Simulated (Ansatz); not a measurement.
# Cu, before and after

The guess for Cu is a distorted database cell: Cu type (Fm-3m) distorted into a subgroup (P2_1/m, No. 11) (cell multiple 4; largest shift (Å) 0.26).

start.xyz

```xyz
2
Lattice="2.5253 0.0000 0.0000 0.0000 2.6569 0.0000 -0.3127 0.0000 3.5093" Properties=species:S:1:pos:R:3 pbc="T T T"
Cu    1.8874    1.9927    2.7301
Cu    0.3252    0.6642    0.7792
```

All numbers below come from DFT PBE, scalar-relativistic, plane waves, PAW in Ansatz. Cutoff 420 eV, Gaussian smearing, Γ-centred meshes. Cell and atoms relax first on a coarse mesh and then on a finer one. In between, the cell is made exact in the group found at 0.06 Å. In metals the finer mesh still leaves noise of several meV/atom or more. The steps can't lower the symmetry of their start. No spin polarisation.

end.xyz

```xyz
1
Lattice="0.0000 1.8147 1.8147 1.8147 0.0000 1.8147 1.8147 1.8147 0.0000" Properties=species:S:1:pos:R:3 pbc="T T T"
Cu    1.8147    1.8147    1.8147
```

The symmetry goes from P2_1/m (No. 11) to Fm-3m (No. 225), and the primitive cell from 2 to 1 atom. The end has the fcc type. The volume per atom grows by 1.5 %, from 11.8 to 12.0 Å³. The shortest distance goes from 2.15 Å (Cu–Cu) to 2.57 Å (Cu–Cu). The energy falls by about 0.40 eV/atom (the start's value is from the coarse mesh). The end is written in a standard setting, so origin, axes and order of atoms can differ from the start's.

```yaml
Volume_per_atom: 11.95 Å³
Density: 8.83 g/cm³
Energy_over_the_standard_state: 0.00 eV/atom
Gap_on_the_30×30×30_mesh_of_the_1-atom_cell: 0 eV (a metal)
```

Energies count from the standard state of Cu at the same level. It is level with the standard state within the noise.

The last run used Gaussian smearing of 0.10 eV. For metals, differences of a few meV/atom aren't resolved. Symmetry constrained the relaxation, so the result can be a saddle point. In all, the 3 runs took 2.4 min on 1 thread of Arm Neoverse V2, on a shared host.
